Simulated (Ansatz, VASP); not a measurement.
**One calculation of Al, two programs**

```
Al
1.0
     0.00000    2.06452    2.06452
     2.06452    0.00000    2.06452
     2.06452    2.06452    0.00000
Al
1
Direct
  0.00000 0.00000 0.00000
```

Change from the starting cell: volume scaled by 1.06.

Alike in both runs: task single point; functional PBEsol; k mesh 11 × 11 × 11; occupations fermi-dirac, width 0.05 eV; no spin polarisation.

```csv
,VASP,Ansatz
version,VASP 6.6.1,Ansatz 0.2.0
potentials or method,"VASP PAW PBE potentials, release 64 (Al), cutoff 520 eV","all-electron LAPW, scalar-relativistic"
```

```tsv
	VASP	Ansatz	Ansatz less VASP
gap on the k mesh at the Fermi level (eV)	none	none	-
pressure (GPa)	-5.7	-5.7	-0.02
```

A gap of «none» marks a metal or a gap that the smearing closes. Ansatz ran all-electron here, so the differences hold the error of VASP's frozen core and of both bases.

Caveats: the PAW data sets were made with another functional, which shifts forces and pressure a little (VASP).
